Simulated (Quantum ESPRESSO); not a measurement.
# TiC (Fm-3m) in Quantum ESPRESSO: settings compared, part 4 of 4

Quantum ESPRESSO 7.5. Earlier steps stand in the parts before.

**6. Phonons, PW91**

The input, pw.in:

```
&CONTROL
  calculation = 'scf'
  prefix = 'pwscf'
  outdir = './tmp'
  pseudo_dir = './pseudo'
  tprnfor = .true.
  tstress = .true.
  disk_io = 'low'
/
&SYSTEM
  ibrav = 0
  nat = 2
  ntyp = 2
  ecutwfc = 84
  nbnd = 14
  input_dft = 'pw91'
  occupations = 'smearing'
  smearing = 'mv'
  degauss = 0.01469973
/
&ELECTRONS
  conv_thr = 4d-10
  electron_maxstep = 120
  mixing_beta = 0.5
/
ATOMIC_SPECIES
Ti    47.8670 Ti.upf
C     12.0110 C.upf
CELL_PARAMETERS angstrom
   0.0000000000    2.1657188437    2.1657188437
   2.1657188437    0.0000000000    2.1657188437
   2.1657188437    2.1657188437    0.0000000000
ATOMIC_POSITIONS crystal
Ti     0.0000000000    0.0000000000    0.0000000000
C      0.5000000000    0.5000000000    0.5000000000
K_POINTS automatic
11 11 11 0 0 0
```

The input, relax.in:

```
&CONTROL
  calculation = 'vc-relax'
  prefix = 'pwscf'
  outdir = './tmp'
  pseudo_dir = './pseudo'
  tprnfor = .true.
  tstress = .true.
  disk_io = 'low'
  nstep = 40
  forc_conv_thr = 0.0001
  etot_conv_thr = 1d-06
/
&SYSTEM
  ibrav = 0
  nat = 2
  ntyp = 2
  ecutwfc = 84
  nbnd = 14
  input_dft = 'pw91'
  occupations = 'smearing'
  smearing = 'mv'
  degauss = 0.01469973
/
&ELECTRONS
  conv_thr = 4d-10
  electron_maxstep = 120
  mixing_beta = 0.5
/
&IONS
  ion_dynamics = 'bfgs'
/
&CELL
  cell_dynamics = 'bfgs'
  press = 0
  press_conv_thr = 0.2
/
ATOMIC_SPECIES
Ti    47.8670 Ti.upf
C     12.0110 C.upf
CELL_PARAMETERS angstrom
   0.0000000000    2.1657188437    2.1657188437
   2.1657188437    0.0000000000    2.1657188437
   2.1657188437    2.1657188437    0.0000000000
ATOMIC_POSITIONS crystal
Ti     0.0000000000    0.0000000000    0.0000000000
C      0.5000000000    0.5000000000    0.5000000000
K_POINTS automatic
11 11 11 0 0 0
```

The input, scf2.in:

```
&CONTROL
  calculation = 'scf'
  prefix = 'pwscf'
  outdir = './tmp'
  pseudo_dir = './pseudo'
  tprnfor = .true.
  tstress = .true.
  disk_io = 'low'
/
&SYSTEM
  ibrav = 0
  nat = 2
  ntyp = 2
  ecutwfc = 84
  nbnd = 14
  input_dft = 'pw91'
  occupations = 'smearing'
  smearing = 'mv'
  degauss = 0.01469973
/
&ELECTRONS
  conv_thr = 1d-13
  electron_maxstep = 120
  mixing_beta = 0.5
  startingpot = 'file'
  startingwfc = 'file'
/
ATOMIC_SPECIES
Ti    47.8670 Ti.upf
C     12.0110 C.upf
CELL_PARAMETERS angstrom
   0.0000000000    2.1669687620    2.1669687620
   2.1669687620    0.0000000000    2.1669687620
   2.1669687620    2.1669687620    0.0000000000
ATOMIC_POSITIONS crystal
Ti     0.0000000000    0.0000000000    0.0000000000
C      0.5000000000    0.5000000000    0.5000000000
K_POINTS automatic
11 11 11 0 0 0
```

The input, ph.in:

```
phonons of TiC
&INPUTPH
  prefix = 'pwscf'
  outdir = './tmp'
  tr2_ph = 1d-18
  fildyn = 'dyn'
  niter_ph = 90
  alpha_mix(1) = 0.4
/
0.0000000000 0.0000000000 0.0000000000
```

The input, dynmat.in:

```
&INPUT
  fildyn = 'dyn'
  asr = 'crystal'
  filout = 'dynmat.disp'
  fileig = 'dynmat.eig'
/
```

Potentials or basis: PseudoDojo 0.4.1 SR PBE standard.

On the command line:

```bash
$ OMP_NUM_THREADS=1 mpirun -n 4 pw.x -nk 4 -in pw.in > pw.out
$ OMP_NUM_THREADS=1 mpirun -n 4 pw.x -nk 4 -in relax.in > relax.out
$ OMP_NUM_THREADS=1 mpirun -n 4 pw.x -nk 4 -in scf2.in > scf2.out
$ OMP_NUM_THREADS=1 mpirun -n 4 ph.x -nk 4 -in ph.in > ph.out
$ OMP_NUM_THREADS=1 mpirun -n 1 dynmat.x -in dynmat.in > dynmat.out
```

pw.out:

```text
This program is part of the open-source Quantum ESPRESSO suite
     for quantum simulation of materials; please cite
         "P. Giannozzi et al., J. Phys.:Condens. Matter 21 395502 (2009);
         "P. Giannozzi et al., J. Phys.:Condens. Matter 29 465901 (2017);
         "P. Giannozzi et al., J. Chem. Phys. 152 154105 (2020);
     in publications or presentations arising from this work. More details at

     IMPORTANT: XC functional enforced from input :
     Exchange-correlation= PW91
                           (   1   4   2   2   0   0   0)
     Any further DFT definition will be discarded
     Please, verify this is what you really want

     Message from routine setup:
     using ibrav=0 with symmetry is DISCOURAGED, use correct ibrav instead

     K-points division:     npool     =       4
     Subspace diagonalization in iterative solution of the eigenvalue problem:
     a serial algorithm will be used

     G-vector sticks info
     --------------------
[... 210 lines left out ...]

          k = 0.0000 0.0000 0.0000 (  1807 PWs)   bands (ev):

   -41.8792 -17.9226 -17.9226 -17.9226   2.3099  15.3951  15.3951  15.3951
    16.3634  16.3634  16.3634  16.4224  16.4224  25.2069
[... 273 lines left out ...]
   -41.7825 -18.2401 -18.2182 -18.0850   5.1813  11.3565  11.5050  12.2145
    17.2076  17.6220  18.3038  19.9227  20.0486  28.3575

     the Fermi energy is    14.7408 ev

!    total energy              =    -130.98086686 Ry
     estimated scf accuracy    <          8.9E-11 Ry
     smearing contrib. (-TS)   =      -0.00002751 Ry
     internal energy E=F+TS    =    -130.98083935 Ry

     The total energy is F=E-TS. E is the sum of the following terms:
     one-electron contribution =     -29.55071205 Ry
     hartree contribution      =      22.84087766 Ry
     xc contribution           =     -21.86799478 Ry
     ewald contribution        =    -102.40301018 Ry

     convergence has been achieved in  11 iterations

     Forces acting on atoms (cartesian axes, Ry/au):

     atom    1 type  1   force =    -0.00000000    0.00000000   -0.00000000
     atom    2 type  2   force =    -0.00000000    0.00000000   -0.00000000

     Total force =     0.000000     Total SCF correction =     0.000000

     Computing stress (Cartesian axis) and pressure

          total   stress  (Ry/bohr**3)                   (kbar)     P=        4.37
   0.00002974   0.00000000   0.00000000            4.37        0.00        0.00
   0.00000000   0.00002974   0.00000000            0.00        4.37        0.00
   0.00000000   0.00000000   0.00002974            0.00        0.00        4.37

=------------------------------------------------------------------------------=
   JOB DONE.
=------------------------------------------------------------------------------=
```

scf2.out:

```text
This program is part of the open-source Quantum ESPRESSO suite
     for quantum simulation of materials; please cite
         "P. Giannozzi et al., J. Phys.:Condens. Matter 21 395502 (2009);
         "P. Giannozzi et al., J. Phys.:Condens. Matter 29 465901 (2017);
         "P. Giannozzi et al., J. Chem. Phys. 152 154105 (2020);
[... 483 lines left out ...]
   0.00000000  -0.00000009  -0.00000000            0.00       -0.01       -0.00
  -0.00000000  -0.00000000  -0.00000009           -0.00       -0.00       -0.01

=------------------------------------------------------------------------------=
   JOB DONE.
=------------------------------------------------------------------------------=
```

It took 2.2 min on 4 MPI ranks of Intel Xeon Platinum 8259CL at 2.50GHz (Skylake/Cascade Lake), shared host; peak memory 0.32 GiB.

Results:

```
Free energy                            : -1782.0855 eV
Relaxed volume                         : 10.18 Å³/atom
Relaxed cell                           : a = 3.065 Å, b = 3.065 Å, c = 3.065 Å, α = 60.00°, β = 60.00°, γ = 60.00°
Space group after relaxing (to 0.05 Å) : Fm-3m (No. 225)
Pressure after relaxing                : 0.0 GPa
Band gap on the k mesh                 : none (metal or under the smearing width)
Highest phonon frequency at Γ          : 503 cm⁻¹
Most unstable mode                     : 20i cm⁻¹
```

Final structure:
```cif
data_structure
_symmetry_space_group_name_H-M 'P 1'
_symmetry_Int_Tables_number 1
_cell_length_a 3.0646
_cell_length_b 3.0646
_cell_length_c 3.0646
_cell_angle_alpha 60.000
_cell_angle_beta 60.000
_cell_angle_gamma 60.000
_cell_volume 20.35
loop_
_atom_site_label
_atom_site_type_symbol
_atom_site_fract_x
_atom_site_fract_y
_atom_site_fract_z
_atom_site_occupancy
Ti1 Ti 0.00000 0.00000 0.00000 1
C1 C 0.50000 0.50000 0.50000 1
```

Phonon frequencies in cm⁻¹ (negative: imaginary):
```tsv
q point	frequencies
(0.000, 0.000, 0.000)	-20 -20 -20 503 503 503
```

Optical modes at Γ, degenerate ones joined:
```
cm⁻¹  components  symmetry  active in
 502           3       T1u         IR
```

Caveat: the potentials were made for another functional, which shifts forces and pressure.

**7. Summary**

```csv
level,potentials or basis,form of the LDA correlation,gap on the mesh (eV),pressure (GPa)
LDA,PseudoDojo 0.4.1 SR LDA standard,PW92,none,0.0
PBE,PseudoDojo 0.4.1 SR PBE standard,-,none,0.0
PBEsol,PseudoDojo 0.4.1 SR PBEsol standard,-,none,0.0
RPBE,PseudoDojo 0.4.1 SR PBE standard,-,none,0.0
PW91,PseudoDojo 0.4.1 SR PBE standard,-,none,0.0
```

Alike in all rows: task phonons; no spin polarisation; cell relaxed; k mesh 11 × 11 × 11; cutoff (eV) 1143; smearing cold 0.2 eV.

Caveats: the potentials were made for another functional, which shifts forces and pressure (some runs).

Total energies depend on the potentials used, so only differences within one code and one set of settings carry meaning.
